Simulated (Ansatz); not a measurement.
H started at a second open point in corundum Al2O3, 121 atoms, charge +1

All numbers come from Ansatz (PAW, plane waves, no spin–orbit coupling) at the single k point (¼, ¼, ¼) without its symmetry partners. The atoms were relaxed with PBEsol in a fixed cell; other functionals are single points on those atoms unless said otherwise. The valence top and gap of the host come from its small cell on a dense mesh, with the band extrema sought between the mesh points, lined up by the mean potential, PBEsol gap 6.03 eV, HSE06 gap 7.99 eV. The charge correction uses an assumed dielectric constant of 10.

Relaxed structure:

```cif
data_structure
_symmetry_space_group_name_H-M 'P 1'
_symmetry_Int_Tables_number 1
_cell_length_a 9.5479
_cell_length_b 9.5479
_cell_length_c 13.0136
_cell_angle_alpha 90.000
_cell_angle_beta 90.000
_cell_angle_gamma 120.000
_cell_volume 1027.40
loop_
_atom_site_label
_atom_site_type_symbol
_atom_site_fract_x
_atom_site_fract_y
_atom_site_fract_z
_atom_site_occupancy
Al1 Al 0.33287 0.16815 0.18538 1
Al2 Al 0.33227 0.66906 0.18425 1
Al3 Al 0.83384 0.16746 0.18445 1
Al4 Al 0.83331 0.66804 0.18501 1
Al5 Al 0.16602 0.33378 0.01878 1
Al6 Al 0.16685 0.83463 0.01911 1
Al7 Al 0.66690 0.33408 0.01868 1
Al8 Al 0.66657 0.83464 0.01857 1
Al9 Al 0.16459 0.33339 0.31425 1
Al10 Al 0.16601 0.83434 0.31434 1
Al11 Al 0.67364 0.33764 0.31177 1
Al12 Al 0.66777 0.83768 0.31401 1
Al13 Al 0.16583 0.33399 0.51893 1
Al14 Al 0.16431 0.83006 0.51922 1
Al15 Al 0.67588 0.32597 0.52389 1
Al16 Al 0.66482 0.83214 0.51889 1
Al17 Al 0.99971 0.00002 0.35128 1
Al18 Al 0.00138 0.50140 0.35195 1
Al19 Al 0.49885 0.00126 0.35253 1
Al20 Al 0.49567 0.50973 0.34259 1
Al21 Al 0.99993 0.00089 0.14744 1
Al22 Al 0.00021 0.50115 0.14737 1
Al23 Al 0.50016 0.00128 0.14781 1
Al24 Al 0.49952 0.50094 0.14357 1
Al25 Al 0.99852 0.99871 0.64875 1
Al26 Al 0.00192 0.50082 0.64981 1
Al27 Al 0.49941 0.99908 0.64855 1
Al28 Al 0.49699 0.49987 0.65174 1
Al29 Al 0.99994 0.00034 0.85285 1
Al30 Al 0.99986 0.50018 0.85300 1
Al31 Al 0.50003 0.00041 0.85254 1
Al32 Al 0.49981 0.50005 0.85381 1
Al33 Al 0.33281 0.16638 0.68797 1
Al34 Al 0.33305 0.66711 0.68594 1
Al35 Al 0.83403 0.16590 0.68673 1
Al36 Al 0.83423 0.66783 0.68642 1
Al37 Al 0.32251 0.15816 0.48552 1
Al38 Al 0.33298 0.66727 0.48161 1
Al39 Al 0.83506 0.16413 0.48130 1
Al40 Al 0.83267 0.66707 0.48011 1
Al41 Al 0.33323 0.16710 0.98132 1
Al42 Al 0.33312 0.66756 0.98071 1
Al43 Al 0.83319 0.16730 0.98100 1
Al44 Al 0.83362 0.66755 0.98108 1
Al45 Al 0.16623 0.33340 0.81535 1
Al46 Al 0.16657 0.83355 0.81528 1
Al47 Al 0.66636 0.33322 0.81508 1
Al48 Al 0.66634 0.83317 0.81481 1
O1 O 0.15274 0.00127 0.25034 1
O2 O 0.15337 0.50181 0.25005 1
O3 O 0.65272 0.00357 0.25066 1
O4 O 0.65128 0.50057 0.25033 1
O5 O 0.33376 0.01541 0.08430 1
O6 O 0.33278 0.51510 0.08264 1
O7 O 0.83290 0.01456 0.08347 1
O8 O 0.83287 0.51448 0.08385 1
O9 O 0.99935 0.15332 0.25005 1
O10 O 0.99890 0.65324 0.25070 1
O11 O 0.49985 0.15855 0.25383 1
O12 O 0.50107 0.65799 0.24741 1
O13 O 0.34638 0.34978 0.24916 1
O14 O 0.34733 0.84986 0.25027 1
O15 O 0.84929 0.34833 0.24967 1
O16 O 0.84649 0.84789 0.24990 1
O17 O 0.18050 0.16771 0.08359 1
O18 O 0.18027 0.66805 0.08351 1
O19 O 0.68012 0.16799 0.08400 1
O20 O 0.68064 0.66776 0.08286 1
O21 O 0.17856 0.01102 0.58457 1
O22 O 0.18039 0.51398 0.58356 1
O23 O 0.68026 0.01397 0.58289 1
O24 O 0.67080 0.50557 0.57829 1
O25 O 0.16532 0.18026 0.41703 1
O26 O 0.16599 0.68110 0.41719 1
O27 O 0.66569 0.18323 0.41787 1
O28 O 0.66369 0.67850 0.41564 1
O29 O 0.01287 0.33336 0.41677 1
O30 O 0.01302 0.83331 0.41680 1
O31 O 0.50406 0.34311 0.42234 1
O32 O 0.51340 0.83433 0.41664 1
O33 O 0.01347 0.18071 0.91689 1
O34 O 0.01347 0.68069 0.91667 1
O35 O 0.51365 0.18083 0.91674 1
O36 O 0.51384 0.68109 0.91661 1
O37 O 0.00009 0.34726 0.75078 1
O38 O 0.00000 0.84717 0.75014 1
O39 O 0.49944 0.34714 0.75056 1
O40 O 0.49996 0.84716 0.74997 1
O41 O 0.48627 0.32020 0.08317 1
O42 O 0.48604 0.82116 0.08307 1
O43 O 0.98604 0.32042 0.08323 1
O44 O 0.98620 0.82038 0.08351 1
O45 O 0.48596 0.16669 0.58268 1
O46 O 0.48540 0.66565 0.58355 1
O47 O 0.98640 0.16499 0.58321 1
O48 O 0.98204 0.66335 0.58310 1
O49 O 0.33183 0.31881 0.58410 1
O50 O 0.33241 0.81920 0.58354 1
O51 O 0.83869 0.31866 0.58505 1
O52 O 0.83098 0.81632 0.58317 1
O53 O 0.31881 0.48788 0.41564 1
O54 O 0.31880 0.98761 0.41735 1
O55 O 0.81600 0.48347 0.41694 1
O56 O 0.81886 0.98514 0.41640 1
O57 O 0.31928 0.33365 0.91707 1
O58 O 0.31935 0.83403 0.91677 1
O59 O 0.81922 0.33383 0.91673 1
O60 O 0.81929 0.83367 0.91655 1
O61 O 0.34708 0.99993 0.75017 1
O62 O 0.34670 0.50045 0.75077 1
O63 O 0.84666 0.99902 0.74987 1
O64 O 0.84537 0.49932 0.74887 1
O65 O 0.15232 0.15279 0.75051 1
O66 O 0.15231 0.65316 0.75009 1
O67 O 0.65285 0.15326 0.74955 1
O68 O 0.65272 0.65204 0.74950 1
O69 O 0.16650 0.48679 0.91683 1
O70 O 0.16665 0.98661 0.91703 1
O71 O 0.66680 0.48675 0.91686 1
O72 O 0.66678 0.98695 0.91655 1
H1 H 0.53869 0.42277 0.48222 1
```

Chemical potentials μ are those of reference phases of the elements at zero temperature by the same functional (the usual solids, diamond for C, grey Sn, and the molecules H2, N2, O2, F2, Cl2, Br2 and S8).

```tsv
functional	E(defect) − E(host) − Σ nμ + q·E_VBM (eV)	monopole (eV)	alignment (eV)	formation energy at E_F = VBM (eV)	moment (μB)	wall time, shared host
PBEsol	-1.62	0.19	0.00	-1.43	0 (no spin)	21 s on NVIDIA GB300 (relaxation)
HSE06	-2.55	0.19	0.00	-2.36	0 (no spin)	34 s on NVIDIA GB300
```

HSE06 one-electron levels near the gap (the ten most localised at most), from the host's valence top, not corrected for the charge's images:

```csv
level (eV),spin,filling,atoms sharing it,element of the atom with most weight
-0.30,both,2.00,57.0,spread
-0.24,both,2.00,57.1,spread
-0.22,both,2.00,71.5,spread
-0.21,both,2.00,58.5,spread
-0.15,both,2.00,65.2,spread
-0.14,both,2.00,64.1,spread
-0.12,both,2.00,68.7,spread
-0.05,both,2.00,65.5,spread
```

All elements are taken at their own reference at once; growth conditions in equilibrium with the host shift these energies, by up to the host's formation enthalpy.

One k point and a cell of this size can leave errors of several tenths of an eV in such numbers.
